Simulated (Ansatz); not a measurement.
The system is HgSe.

```
CELL_PARAMETERS angstrom
0.00000 3.03900 3.03900
3.03900 0.00000 3.03900
3.03900 3.03900 0.00000
ATOMIC_POSITIONS crystal
Hg 0.00000 0.00000 0.00000
Se 0.75000 0.75000 0.75000
```

Base run:

```yaml
Program: Ansatz 0.2.0
Functional: PBE
Potentials_or_basis: Ansatz PAW
Cutoff: "420 eV (not typed: the program's choice for these potentials)"
k_mesh: 8 × 8 × 8
Occupations: fermi-dirac, width 0.05 eV
Spin: no spin polarisation
```

Its results: band gap on the k mesh none (metal or under the smearing width); pressure 4.7 GPa.

The run is repeated on the same cell with these changes: functional from PBE to LDA. What comes out?

Band gap on the k mesh none (metal or under the smearing width); pressure -0.4 GPa.

LDA binds more tightly than PBE, so the same cell stands under less pressure.

Caveats: spin-orbit coupling is left out, which moves the levels of the heavy elements; the PAW data sets come from PBE, with cores solved anew for the run's functional, which leaves a small shift of forces and pressure (some runs).
